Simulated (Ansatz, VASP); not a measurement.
**N in VASP and in Ansatz**

```
CELL_PARAMETERS angstrom
5.81510 0.00000 0.00000
0.00000 5.81510 0.00000
0.00000 0.00000 5.81510
ATOMIC_POSITIONS crystal
N 0.04586 0.45414 0.54586
N 0.45414 0.54586 0.04586
N 0.54586 0.04586 0.45414
N 0.95414 0.95414 0.95414
N 0.93610 0.56390 0.43610
N 0.56390 0.43610 0.93610
N 0.43610 0.93610 0.56390
N 0.06390 0.06390 0.06390
```

Alike in both runs: functional PBEsol; k mesh 5 × 5 × 5; occupations fermi-dirac, width 0.05 eV; no spin polarisation.

```csv
,VASP,Ansatz
version,VASP 6.6.1,Ansatz 0.2.0
potentials or method,"VASP PAW PBE potentials, release 64 (N), cutoff 520 eV","all-electron LAPW, scalar-relativistic"
task,single point,band structure
```

|  | VASP | Ansatz | Ansatz less VASP |
| --- | --- | --- | --- |
| gap on the k mesh at the Fermi level (eV) | 7.40 | 7.45 | +0.052 |
| least direct gap on the mesh (eV) | 7.41 | 7.46 | +0.052 |
| pressure (GPa) | 1.0 | -0.8 | -1.83 |
| rms of the force components (eV/Å) | 0.518 | 0.465 | -0.0530 |

Atom by atom the forces differ by 0.983 eV/Å (rms over components). One of these differences is far larger than is usual between the two programs; its cause wasn't traced. Ansatz ran all-electron here, so the differences hold the error of VASP's frozen core and of both bases.

Caveats: the standard files for N, O and F lose accuracy on very short bonds (VASP); the PAW data sets were made with another functional, which shifts forces and pressure a little (VASP); an odd mesh through Γ misses points on the zone boundary, where band edges often lie (VASP).
